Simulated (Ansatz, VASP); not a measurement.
**Two plane-wave programs on Ta2N**

File INCAR:

```
PREC = Accurate ; ENCUT = 520
EDIFF = 1E-6 ; ISMEAR = 0
SIGMA = 0.1 ; LREAL = False
LASPH = True ; NELM = 60
ALGO = Normal ; ISIF = 2
LWAVE = False ; LCHARG = False
GGA = PE ; NBANDS = 20
```

KPOINTS

```
Automatic mesh
0
Gamma
  15 15 8
```

POSCAR

```
Ta2N
1.0
    3.0425108359      0.0000000000      0.0000000000
   -1.5212554180      2.6348916752      0.0000000000
    0.0000000000      0.0000000000      5.1980682834
Ta N
2 1
Direct
    0.6666666667      0.3333333333      0.7502164217
    0.3333333333      0.6666666667      0.2460251079
    0.0000000000      0.0000000000      0.0037584703
```

Input for Ansatz:

```yaml
crystal:
  lattice:
    - [3.0425108359, 0.0, 0.0]
    - [-1.521255418, 2.6348916752, 0.0]
    - [0.0, 0.0, 5.1980682834]
  atoms:
    - { symbol: Ta, position: [0.6666666667, 0.3333333333, 0.7502164217] }
    - { symbol: Ta, position: [0.3333333333, 0.6666666667, 0.2460251079] }
    - { symbol: "N", position: [0.0, 0.0, 0.0037584703] }
basis:
  ecutwfc: 420
kpoints:
  mp_grid: { grid: [15, 15, 8] }
hamiltonian:
  xc: pbe
scf:
  occupations: { method: gaussian, width: 0.1 }
output:
  forces: true
  stress: true
  eigenvalues: true
  populations: true
```

Alike in both runs: task single point; functional PBE; k mesh 15 × 15 × 8; occupations gaussian, width 0.1 eV; no spin polarisation.

```csv
,VASP,Ansatz
version,VASP 6.6.1,Ansatz 0.2.0
potentials or method,"VASP PAW PBE potentials, release 64 (Ta_pv, N)","scalar-relativistic, plane waves, PAW"
plane-wave cutoff (eV),520,420
valence electrons in the cell,27,31
```

```csv
,VASP,Ansatz,Ansatz less VASP
gap on the k mesh at the Fermi level (eV),none,none,-
pressure (GPa),-3.2,-3.6,-0.41
largest component of the traceless stress (GPa),11.22,11.22,-0.002
rms of the force components (eV/Å),0.575,0.557,-0.0185
```

Atom by atom the forces differ by 0.019 eV/Å (rms over components). A gap of «none» marks a metal or a gap that the smearing closes. The two sets of potentials don't hold the same shells in valence.

Caveats: forces of over 1 eV/Å show positions far from the minimum, so gaps and moduli don't describe the material at rest. Spin-orbit coupling is left out, which matters for the levels of Ta.
